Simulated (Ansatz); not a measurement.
AlCo: course of a relaxation

Method: DFT PBE, scalar-relativistic, plane waves, PAW in Ansatz. (420 eV cutoff, 18×18×18 k-mesh, Gaussian smearing of 0.10 eV, no spin polarisation)

What was changed: biaxial strain in the a-b plane, c and atoms relaxed: +3.0 %.

Command:

```bash
ansatz run input.yaml --threads 1 --pin off --max-ram 2560MiB --backend cpu --events-out ev --progress --plain --runs-dir out
```

Input:

```yaml
crystal:
  lattice:
    - [2.937459487, 0.0, 0.0]
    - [0.0, 2.937459487, 0.0]
    - [0.0, 0.0, 2.8005681711]
  atoms:
    - { symbol: Al, position: [0.0, 0.0, 0.0] }
    - { symbol: Co, position: [0.5, 0.5, 0.5] }
basis:
  ecutwfc: 420
kpoints:
  mp_grid: { grid: [18, 18, 18] }
hamiltonian:
  xc: pbe
scf:
  occupations: { method: gaussian, width: 0.1 }
output:
  forces: true
  stress: true
  eigenvalues: true
relax:
  adjacent_minimum: "off"
  f_tol: 0.008
  max_steps: 40
  cell: { stress_tol: 0.015, fix: [a, b, gamma] }
```

F is the free energy. Steps run on the plane waves of an earlier cell, but the last one, and at times one on the way, on a freshly chosen basis, so a repeated geometry can differ a little in energy. The held parts of the cell keep their stress, so P needn't end at zero.

Steps:

```tsv
step	F − F(1) (eV)	largest force component (eV/Å)	V (Å³/atom)	P (GPa)
1	0.0000	0.000	12.083	-6.44
2	-0.0002	0.000	12.057	-6.09
3	-0.0002	0.000	12.049	-5.98
4	-0.0002	0.000	12.049	-5.98
```

Relaxed structure:

```cif
data_structure
_symmetry_space_group_name_H-M 'P 1'
_symmetry_Int_Tables_number 1
_cell_length_a 2.9375
_cell_length_b 2.9375
_cell_length_c 2.7928
_cell_angle_alpha 90.000
_cell_angle_beta 90.000
_cell_angle_gamma 90.000
_cell_volume 24.10
loop_
_atom_site_label
_atom_site_type_symbol
_atom_site_fract_x
_atom_site_fract_y
_atom_site_fract_z
_atom_site_occupancy
Al1 Al 0.00000 0.00000 0.00000 1
Co1 Co 0.50000 0.50000 0.50000 1
```

Symmetry: P4/mmm, No. 123, tetragonal system. Conventional cell: a = 2.937 Å, b = 2.937 Å, c = 2.793 Å, α = 90.00°, β = 90.00°, γ = 90.00°. Al (site symmetry 4/mmm) is surrounded by 8 Co at 2.50 Å and 2 Al at 2.79 Å. Co (site symmetry 4/mmm) is surrounded by 8 Al at 2.50 Å and 2 Co at 2.79 Å.

The run converged. The run took 22 s on 1 thread of Intel(R) Xeon(R) 6975P-C (Granite Rapids), on a shared host, peak memory 0.53 GiB.